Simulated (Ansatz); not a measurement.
**CoPtO2: pressure against volume**

CoPtO2, R-3m, a = 2.810 Å, c = 17.697 Å. The structure is a Materials Project entry; whether it is the stable form wasn't checked. Ansatz: PBEsol, PAW, 420 eV, Γ-centred 18×18×18 mesh on 4 atoms, Gaussian smearing 0.10 eV; no spin polarisation. Shape and atoms are relaxed at each volume; pressure is positive in compression.

```tsv
V (Å³/atom)	P (GPa)
9.481	18.66
9.783	8.51
10.086	-0.01
10.388	-7.17
10.691	?
```

**Question.** Take V0 = 10.086 Å³/atom, count pressures from its P0 = -0.01 GPa, fit the third-order Birch–Murnaghan form to the other rows, and predict the missing pressure.

**Answer.** With the Eulerian strain f = ½[(V0/V)^(2/3) − 1] and y = (P − P0)/[3f(1 + 2f)^(5/2)], the form is the line y = B0 + 1.5 B0 (B0′ − 4) f. Rows (f, y): 0.02105, 266.7; 0.01027, 262.8; -0.00974, 257.4. Means f = 0.007193, y = 262.30; Σ(Δf)² = 0.0004882, ΣΔfΔy = 0.1455; the slope is their ratio. y = 260.2 + 298.0 f GPa, so B0 = 260.2 GPa and B0′ = 4 + 2 × (298.0)/(3 × 260.2) = 4.76. At V = 10.691, f = -0.01905, y = 254.52 and P = -13.21 GPa. The run gave -13.15 GPa, so the fit is 0.06 GPa too low, a small miss on the scale of the series. The form still works here, 33 % of the fitted range beyond its end.

The cell has an odd number of electrons and ran without spin polarisation, so a magnetic or disproportionated state may lie lower. Spin–orbit coupling is left out, which can shift energies with elements as heavy as these.